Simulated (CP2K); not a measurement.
Crystal: C.

```
CELL_PARAMETERS angstrom
2.52210 0.00000 0.00000
-1.26105 2.18420 0.00000
0.00000 0.00000 8.23710
ATOMIC_POSITIONS crystal
C 0.66667 0.33333 0.84375
C 0.33333 0.66667 0.34375
C 0.66667 0.33333 0.65625
C 0.33333 0.66667 0.15625
C 0.00000 0.00000 0.90625
C 0.00000 0.00000 0.40625
C 0.00000 0.00000 0.59375
C 0.00000 0.00000 0.09375
```

This is a hexagonal form of diamond, not graphite.

Base run:

```yaml
Program: CP2K 2026.2
Functional: PBE
Potentials_or_basis: GTH_POTENTIALS C GTH-PBE-q4; DZVP-MOLOPT-SR-GTH basis
Density_cutoff: 6123 eV
k_mesh: 9 × 9 × 3
Occupations: fermi-dirac, width 0.05 eV
Spin: no spin polarisation
```

Its results: band gap on the k mesh 4.61 eV, indirect (least direct gap 5.21 eV); pressure 3.5 GPa; largest force 0.340 eV/Å.

Problem. The run is repeated on the same cell with these changes: potentials or basis from GTH_POTENTIALS C GTH-PBE-q4; DZVP-MOLOPT-SR-GTH basis to GTH_POTENTIALS C GTH-PADE-q4; DZVP-MOLOPT-SR-GTH basis; potentials from C GTH-PBE-q4 of GTH_POTENTIALS to C GTH-PADE-q4 of GTH_POTENTIALS. What comes out?

Solution. Band gap on the k mesh 4.82 eV, indirect (least direct gap 5.25 eV); pressure -8.1 GPa; largest force 0.337 eV/Å.

Caveats: the basis of atomic orbitals isn't converged, which shifts pressures, moduli and gaps; the potentials were made for another functional, which shifts forces and pressure (some runs).
